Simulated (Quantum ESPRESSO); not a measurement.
Runs of Quantum ESPRESSO 7.5 on SnO. It takes space group P4/nmm (No. 129, tetragonal). The conventional cell has a = 3.814 Å, b = 3.814 Å, c = 4.887 Å, α = 90.00°, β = 90.00°, γ = 90.00°. Around Sn (site symmetry 4mm) lie 4 O at 2.23 Å. O (site symmetry -4m2) is surrounded by 4 Sn at 2.23 Å. The cell is a database's computed one.

| level | potentials or basis | k mesh | cutoff (eV) | form of the LDA correlation | pressure (GPa) | largest force (eV/Å) |
| --- | --- | --- | --- | --- | --- | --- |
| WC | PseudoDojo 0.4.1 SR PBE standard | 6 × 6 × 4, shifted | 1143 | - | (a) | 0.23 |
| BLYP | PseudoDojo 0.4.1 SR PBE standard | 6 × 6 × 4, shifted | 1143 | - | 8.9 | 0.66 |
| LDA | PseudoDojo 0.4.1 SR LDA standard | 6 × 6 × 4, shifted | 1143 | PW92 | -3.1 | (b) |
| PBEsol | PseudoDojo 0.4.1 SR PBEsol standard | 6 × 6 × 4, shifted | 1143 | - | 0.0 | 0.16 |
| PBEsol | GBRV 1.5 PBEsol | 6 × 6 × 6, shifted | 925 | - | -0.5 | 0.11 |

Alike in all rows: task dielectric tensor; no spin polarisation; cell as given; smearing fermi-dirac 0.05 eV.

**Question.** Fill in the values left out.

**Answer.** (a) 0.4; (b) 0.19.

Caveats: the potentials were made for another functional, which shifts forces and pressure (some runs); the cell is more than 3 GPa from zero pressure, which shifts response properties (some runs).

Runs at the PBE level aren't shown here.
